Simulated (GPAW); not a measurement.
# GaAs (F-43m) in GPAW: settings compared

The runs below take GaAs through single point, with LDA, PBE.

Program: GPAW 26.7.0. These are calculated values, not measurements. Logs are shortened: lines on timing, memory, paths and dates and some standing lists are left out, and cuts for length are marked. The log counts tension as positive stress, the text compression.

**Experimental background.**

From “Evidence of valence band perturbations in GaAsN/GaAs(001): A combined variable-angle spectroscopic ellipsometry and modulated photoreflectance investigation”, 2008, arxiv:0805.2212, for a bulk crystal of GaAs at 300 K: band gap 1.418 ± 0.005 eV (direct); band gap 1.412 ± 0.01 eV (direct).

The results are compared with them further down.

### Step 1. The crystal as given

It takes space group F-43m (No. 216, cubic). The conventional cell has a = 5.654 Å, b = 5.654 Å, c = 5.654 Å, α = 90.00°, β = 90.00°, γ = 90.00°. As (site symmetry -43m) is surrounded by 4 Ga at 2.45 Å. Ga (site symmetry -43m) has 4 As at 2.45 Å as nearest neighbours.

### Step 2. Single point, LDA

File run.py:

```python
from ase.dft.bandgap import bandgap
from ase.io import read, write
from ase.units import GPa
from gpaw import GPAW, PW

atoms = read('GaAs.xyz')

calc = GPAW(mode=PW(600),
            xc='LDA',
            kpts={'size': (8, 8, 8), 'gamma': True},
            occupations={'name': 'methfessel-paxton', 'order': 0, 'width': 0.05},
            nbands=11,
            convergence={'density': 1e-05, 'energy': 1e-05},
            maxiter=150,
            txt='gpaw.txt')
atoms.calc = calc
energy = atoms.get_potential_energy()
forces = atoms.get_forces()
stress = atoms.get_stress()
calc.write('gs.gpw')
write('result.traj', atoms)
print(f'Energy: {energy:.6f} eV')
print('Forces (eV/A):')
print(forces.round(4))
print('Stress (GPa):', (stress / GPa).round(3))
print('Fermi level:', round(calc.get_fermi_level(), 4), 'eV')
print(f'Gap: {bandgap(calc)[0]:.4f} eV, direct: {bandgap(calc, direct=True)[0]:.4f} eV')
```

File GaAs.xyz:

```xyz
2
Lattice="0.0000000000 2.8268500000 2.8268500000 2.8268500000 0.0000000000 2.8268500000 2.8268500000 2.8268500000 0.0000000000" Properties=species:S:1:pos:R:3 pbc="T T T"
As     4.2402750000      4.2402750000      4.2402750000
Ga     0.0000000000      0.0000000000      0.0000000000
```

Potentials or basis: the program's PAW data sets (release 1.2.1) made for this functional, pw.

Launch:

```
$ OMP_NUM_THREADS=1 python run.py
```

gpaw.txt:

```text
__  _  _
 | _ |_)|_||  |
 |__||  | ||/\| - 26.7.0

Input parameters:
  mode=PW(ecut=600.0),
  convergence={'density': 1e-05, 'energy': 1e-05},
  kpts=MonkhorstPack(size=(8, 8, 8), gamma=True),
  maxiter=150,
  nbands=11,
  occupations=Occupations(name='methfessel-paxton', order=0, width=0.05),
  xc=XC(name='LDA')

Diagonalizing LCAO Hamiltonian
Converting LCAO to pw mode

                    As

       Ga

Atoms  # Å, Bohr magnetons
|   | symbol |        x |        y |        z |    initial magnetic moments |
|---|--------|----------|----------|----------|-----------------------------|
| 0 |     As | 4.240275 | 4.240275 | 4.240275 | ( 0.0000,  0.0000,  0.0000) |
| 1 |     Ga | 0.000000 | 0.000000 | 0.000000 | ( 0.0000,  0.0000,  0.0000) |

Unit cell  # Å
| periodic |        x |        y |        z |  lengths |    angles |
|----------|----------|----------|----------|----------|-----------|
|      yes | 0.000000 | 2.826850 | 2.826850 | 3.997770 | 60.000000 |
|      yes | 2.826850 | 0.000000 | 2.826850 | 3.997770 | 60.000000 |
|      yes | 2.826850 | 2.826850 | 0.000000 | 3.997770 | 60.000000 |

Number of symmetries: 24
Symmetry operations  # r_c * U_cc + t_c -> r_c
|    | kind |            matrix            |
|----|------|------------------------------|
|  0 |  E   |  1, 0, 0,  0, 1, 0,  0, 0, 1 |
|  1 |  σ   |  1, 0, 0,  0, 0, 1,  0, 1, 0 |
|  2 |  σ   |  1, 0,-1,  0, 1,-1,  0, 0,-1 |
|  3 |  C3  |  1, 0,-1,  0, 0,-1,  0, 1,-1 |
|  4 |  C3  |  1,-1, 0,  0,-1, 1,  0,-1, 0 |
|  5 |  σ   |  1,-1, 0,  0,-1, 0,  0,-1, 1 |
|  6 |  σ   |  0, 1, 0,  1, 0, 0,  0, 0, 1 |
|  7 |  C3  |  0, 1, 0,  0, 0, 1,  1, 0, 0 |
|  8 |  C2  |  0, 1,-1,  1, 0,-1,  0, 0,-1 |
|  9 |  S4  |  0, 1,-1,  0, 0,-1,  1, 0,-1 |
| 10 |  C3  |  0, 0, 1,  1, 0, 0,  0, 1, 0 |
| 11 |  σ   |  0, 0, 1,  0, 1, 0,  1, 0, 0 |
| 12 |  S4  |  0, 0,-1,  1, 0,-1,  0, 1,-1 |
| 13 |  C3  |  0, 0,-1,  0, 1,-1,  1, 0,-1 |
| 14 |  S4  |  0,-1, 1,  1,-1, 0,  0,-1, 0 |
| 15 |  C2  |  0,-1, 1,  0,-1, 0,  1,-1, 0 |
| 16 |  C3  |  0,-1, 0,  1,-1, 0,  0,-1, 1 |
| 17 |  S4  |  0,-1, 0,  0,-1, 1,  1,-1, 0 |
| 18 |  S4  | -1, 1, 0, -1, 0, 1, -1, 0, 0 |
| 19 |  C3  | -1, 1, 0, -1, 0, 0, -1, 0, 1 |
| 20 |  C3  | -1, 0, 1, -1, 1, 0, -1, 0, 0 |
| 21 |  S4  | -1, 0, 1, -1, 0, 0, -1, 1, 0 |
| 22 |  σ   | -1, 0, 0, -1, 1, 0, -1, 0, 1 |
| 23 |  C2  | -1, 0, 0, -1, 0, 1, -1, 1, 0 |

BZ-sampling:
  Number of BZ points: 512
  Number of IBZ points: 29

  Monkhorst-Pack size: [8, 8, 8]
  Monkhorst-Pack shift: [0.0625, 0.0625, 0.0625]

K-points  # in reciprocal-cell coordinates
|     |                                coordinates |     weight |
|-----|--------------------------------------------|------------|
|   0 | (  0.00000000,   0.00000000,   0.00000000) | 0.00195312 |
|   1 | (  0.12500000,   0.12500000,   0.00000000) | 0.01171875 |
|   2 | (  0.12500000,   0.12500000,   0.12500000) | 0.01562500 |
|   3 | (  0.25000000,   0.12500000,   0.12500000) | 0.02343750 |
|   4 | (  0.25000000,   0.25000000,   0.00000000) | 0.01171875 |
|   5 | (  0.25000000,   0.25000000,   0.12500000) | 0.04687500 |
|   6 | (  0.25000000,   0.25000000,   0.25000000) | 0.01562500 |
|   7 | (  0.37500000,   0.25000000,  -0.37500000) | 0.04687500 |
|   8 | (  0.37500000,   0.25000000,   0.12500000) | 0.04687500 |
|   9 | (  0.37500000,   0.25000000,   0.25000000) | 0.04687500 |
| ... |                                            |            |
|  28 | (  0.50000000,   0.50000000,   0.50000000) | 0.00781250 |

Plane wave coefficients: 1540
Cutoff: 600.0 eV

Spin-components: 1 (collinear spins)
Bands:           11
Projectors:      10
Spin-degeneracy: 2
Datatype:        complex128

Parallelization:
  kpt:    1
  domain: 1
  band:   1

Density:
  Valence electrons: 8.0
  Components: 1
  Grid points: [24 24 24]
  Charge: 0.0  # |e|

Potential:
  Grid points: [24 24 24]

species:
  As:
    name:    Arsenic
    Z:       33.0
    valence: 5
    core:    28
    charge:  0.0  # [|e|]
    compensation charges:
      type: gauss
      rc: 0.33  # [Å]
      lmax: 2
    cutoffs:
      filter: 1.87  # [Å]
      core: 2.96  # [Å]
    projectors
    | kind |    occ | energy [eV] | rcut [Å] |
    |------|--------|-------------|----------|
    |   4s |  2.000 |     -14.691 |    1.058 |
    |   4p |  3.000 |      -5.342 |    1.058 |
    |    s |        |      12.520 |    1.058 |
    |    p |        |      21.869 |    1.058 |
    |    d |        |       0.000 |    1.058 |

    Using partial waves for As as LCAO basis

  Ga:
    name:    Gallium
    Z:       31.0
    valence: 3
    core:    28
    charge:  0.0  # [|e|]
    compensation charges:
      type: gauss
      rc: 0.37  # [Å]
      lmax: 2
    cutoffs:
      filter: 2.06  # [Å]
      core: 4.17  # [Å]
    projectors
    | kind |    occ | energy [eV] | rcut [Å] |
    |------|--------|-------------|----------|
    |   4s |  2.000 |      -9.167 |    1.164 |
    |   4p |  1.000 |      -2.734 |    1.164 |
    |    s |        |      18.045 |    1.164 |
    |    p |        |      24.478 |    1.164 |
    |    d |        |       0.000 |    1.164 |

    Using partial waves for Ga as LCAO basis

Reference energy: -114227.963927  # eV

eigensolver:
  PPCG
  Converge bands: occupied
  niter=2

density mixing:
  MSR1-Mixer
  Pratt-step length: 0.05
  Maximum mixing coefficient: 0.75
  Old densities: 10
  SVD Regularization: 0.005
  Good broyden scale: 1.0
  Trust region scale: 1.0
  Backstep threshold: 4.0
  History deletion threshold: 6.0
  Fourier metric: weight=20.0, sigma=0.015

occupation numbers:
  Methfessel-Paxton:
    width: 0.0500  # eV
    order: 0

poisson solver:
  ecut: 4800.0  # eV

xc functional:
  name: None

convergence criteria:
- Maximum integral of absolute [dens]ity change: 1e-05 electrons / valence electron
- Maximum [total energy] change in last 3 cyles: 1e-05 eV / valence electron
- Maximum integral of absolute [eigenst]ate change: 4e-08 eV^2 / valence electron
maximum number of iterations: 150

SCF iterations
|iter     | |      energy | eigst |  dens |
|---------|-|-------------|-------|-------|
|iter:   1| |   -9.747528 | -0.64 |       |
|iter:   2| |   -9.725574 | -3.02 | -0.90 |
|iter:   3| |   -9.612102 | -2.32 | -0.93 |
|iter:   4| |   -9.610039 | -3.83 | -1.55 |
|iter:   5| |   -9.609875 | -4.98 | -2.11 |
|iter:   6| |   -9.609872 | -6.07 | -2.88 |
|iter:   7| |   -9.609872c| -7.77c| -3.61 |
|iter:   8| |   -9.609872c| -7.95c| -4.08 |
|iter:   9| |   -9.609872c| -8.95c| -5.53c|

Converged in 9 steps
Energy contributions relative to reference atoms: (reference = -114227.963927)

Energy contributions:
  Kinetic:          26.360865
  Coulomb:         -23.542314
  Zero:              0.021299
  External:          0.000000
  Xc:              -12.449722
  Entropy:          -0.000000
  Spinorbit:         0.000000
  ----------------------------
  Free energy:      -9.609872
  Extrapolated:     -9.609872

dipole moment: (-11.048920, -11.048920, -11.048920)  # |e|*Ang

Fermi level: 4.795
Eigenvalues  # (at kpt = [0.000, 0.000, 0.000])
| band index |      eig [eV] | occ [0-2] |
|------------|---------------|-----------|
|          0 |        -8.142 |     2.000 |
|          1 |         4.611 |     2.000 |
|          2 |         4.611 |     2.000 |
|          3 |         4.611 |     2.000 |
|          4 |         4.973 |     0.000 |
|          5 |         8.335 |     0.000 |
|          6 |         8.335 |     0.000 |
|          7 |         8.335 |     0.000 |
|          8 |        12.021 |     0.000 |
|          9 |        14.769 |     0.000 |
|         10 |        14.770 |     0.000 |

Gap: 0.362 eV
Transition (v -> c):
  (s=0, k=0, n=3, [0.00, 0.00, 0.00]) -> (s=0, k=0, n=4, [0.00, 0.00, 0.00])
No difference between direct/indirect transitions

Forces  # eV/Ang
|       x |        y |        z |
|---------|----------|----------|
| 0.00000 |  0.00000 | -0.00000 |  # As   0
| 0.00000 | -0.00000 | -0.00000 |  # Ga   1

Stress tensor  # eV/Ang^3
|         x |         y |         z |
|-----------|-----------|-----------|
|  0.005438 |  0.000000 | -0.000000 |
|  0.000000 |  0.005438 | -0.000000 |
| -0.000000 | -0.000000 |  0.005438 |

# Writing to gs.gpw (mode='')
```

Run time: 9.6 s. Hardware: 1 thread of Arm Neoverse V1, shared host; peak memory 0.15 GiB.

What came out:

```yaml
Free_energy: -9.6099 eV
Pressure: -0.9 GPa
Band_gap_on_the_k_mesh: 0.36 eV, direct
```

Levels at points of the mesh, in eV from the valence-band top:
```tsv
k point	band 1	band 2	band 3	band 4	band 5	band 6	band 7
(0.00, 0.00, 0.00)	-12.75	0.00	0.00	0.00	0.36	3.72	3.72
(0.50, 0.50, 0.00)	-10.40	-6.85	-2.67	-2.67	1.36	1.58	10.10
(0.50, 0.50, 0.50)	-11.12	-6.66	-1.14	-1.14	0.89	4.63	4.63
```

### Step 3. Single point, PBE

run.py, as its differences from that of step 2:

```diff
@@ -5,8 +5,8 @@
 
-atoms = read('GaAs.xyz')
+atoms = read('POSCAR')
 
 calc = GPAW(mode=PW(600),
-            xc='LDA',
+            xc='PBE',
             kpts={'size': (8, 8, 8), 'gamma': True},
-            occupations={'name': 'methfessel-paxton', 'order': 0, 'width': 0.05},
+            occupations={'name': 'methfessel-paxton', 'order': 0, 'width': 0.016},
             nbands=11,
```

File POSCAR:

```
GaAs
1.0
    0.0000000000      2.8268500000      2.8268500000
    2.8268500000      0.0000000000      2.8268500000
    2.8268500000      2.8268500000      0.0000000000
As Ga
1 1
Direct
    0.7500000000      0.7500000000      0.7500000000
    0.0000000000      0.0000000000      0.0000000000
```

Potentials or basis: GPAW PAW data sets (gpaw-data 1.2.1), pw.

Launch:

```
$ OMP_NUM_THREADS=1 python run.py
```

gpaw.txt:

```text
__  _  _
 | _ |_)|_||  |
 |__||  | ||/\| - 26.7.0

Input parameters:
  mode=PW(ecut=600.0),
  convergence={'density': 1e-05, 'energy': 1e-05},
  kpts=MonkhorstPack(size=(8, 8, 8), gamma=True),
  maxiter=150,
  nbands=11,
  occupations=Occupations(name='methfessel-paxton', order=0, width=0.016),
  xc=XC(name='PBE')

Diagonalizing LCAO Hamiltonian
Converting LCAO to pw mode

                    As

       Ga

Atoms  # Å, Bohr magnetons
|   | symbol |        x |        y |        z |    initial magnetic moments |
|---|--------|----------|----------|----------|-----------------------------|
| 0 |     As | 4.240275 | 4.240275 | 4.240275 | ( 0.0000,  0.0000,  0.0000) |
| 1 |     Ga | 0.000000 | 0.000000 | 0.000000 | ( 0.0000,  0.0000,  0.0000) |

Unit cell  # Å
| periodic |        x |        y |        z |  lengths |    angles |
|----------|----------|----------|----------|----------|-----------|
|      yes | 0.000000 | 2.826850 | 2.826850 | 3.997770 | 60.000000 |
[... 180 lines left out ...]
  Kinetic:          26.966537
  Coulomb:         -23.856737
  Zero:              0.019554
  External:          0.000000
  Xc:              -11.358615
  Entropy:          -0.000000
  Spinorbit:         0.000000
  ----------------------------
  Free energy:      -8.229260
  Extrapolated:     -8.229260

dipole moment: (-10.964929, -10.964929, -10.964929)  # |e|*Ang

Fermi level: 4.984
Eigenvalues  # (at kpt = [0.000, 0.000, 0.000])
| band index |      eig [eV] | occ [0-2] |
|------------|---------------|-----------|
|          0 |        -7.775 |     2.000 |
|          1 |         4.921 |     2.000 |
|          2 |         4.921 |     2.000 |
|          3 |         4.921 |     2.000 |
|          4 |         5.508 |     0.000 |
|          5 |         8.695 |     0.000 |
|          6 |         8.695 |     0.000 |
|          7 |         8.695 |     0.000 |
|          8 |        12.577 |     0.000 |
|          9 |        15.009 |     0.000 |
|         10 |        15.009 |     0.000 |

Gap: 0.587 eV
Transition (v -> c):
  (s=0, k=0, n=3, [0.00, 0.00, 0.00]) -> (s=0, k=0, n=4, [0.00, 0.00, 0.00])
No difference between direct/indirect transitions

Forces  # eV/Ang
|        x |       y |        z |
|----------|---------|----------|
|  0.00000 | 0.00000 |  0.00000 |  # As   0
| -0.00000 | 0.00000 | -0.00000 |  # Ga   1

Stress tensor  # eV/Ang^3
|         x |         y |         z |
|-----------|-----------|-----------|
| -0.027053 |  0.000000 | -0.000000 |
|  0.000000 | -0.027053 |  0.000000 |
| -0.000000 |  0.000000 | -0.027053 |

# Writing to gs.gpw (mode='')
```

stdout:

```text
Energy: -8.229260 eV
Forces (eV/A):
[[ 0.  0.  0.]
 [-0.  0. -0.]]
Stress (GPa): [-4.334 -4.334 -4.334  0.    -0.     0.   ]
Fermi level: 4.9843 eV
Gap: 0.5866 eV, direct: 0.5866 eV
```

It took 10 s on 1 thread of Arm Neoverse V1, shared host; peak memory 0.15 GiB.

What came out:

- Free energy: -8.2293 eV
- Pressure: 4.3 GPa
- Band gap on the k mesh: 0.59 eV, direct

[end of part 1 of 2]
